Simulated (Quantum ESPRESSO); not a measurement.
The system is CuO.

```
Cu O
1.0
     3.42205    0.00000    0.00000
     0.00000    3.42205    0.00000
     0.00000    0.00000    4.26046
Cu O
2 2
Direct
  0.00000 0.50000 0.00000
  0.50000 0.00000 0.50000
  0.00000 0.00000 0.25000
  0.00000 0.00000 0.75000
```

Measurements of this composition are mostly on another form, of space group No. 15.

Base run:

| Item | Value |
| --- | --- |
| Program | Quantum ESPRESSO 7.5 |
| Functional | PBEsol |
| Potentials or basis | GBRV 1.5 PBEsol |
| Cutoff | 762 eV |
| Density cutoff | 6095 eV |
| k mesh | 8 × 8 × 6 |
| Occupations | fermi-dirac, width 0.05 eV |
| Spin | no spin polarisation |

Its results: band gap on the k mesh none (metal or under the smearing width); pressure -8.7 GPa.

**Question.** The run is repeated on the same cell with these changes: functional from PBEsol to LDA; potentials or basis from GBRV 1.5 PBEsol to GBRV 1.5 LDA. What comes out?

**Answer.** Band gap on the k mesh none (metal or under the smearing width); pressure -13.6 GPa.

Caveats: the run has no spin polarisation, though such a crystal can be magnetic; semilocal functionals often make such compounds metallic where correlation or magnetic order opens a gap, which also shifts bond lengths.

Not every run made on this cell is shown here.
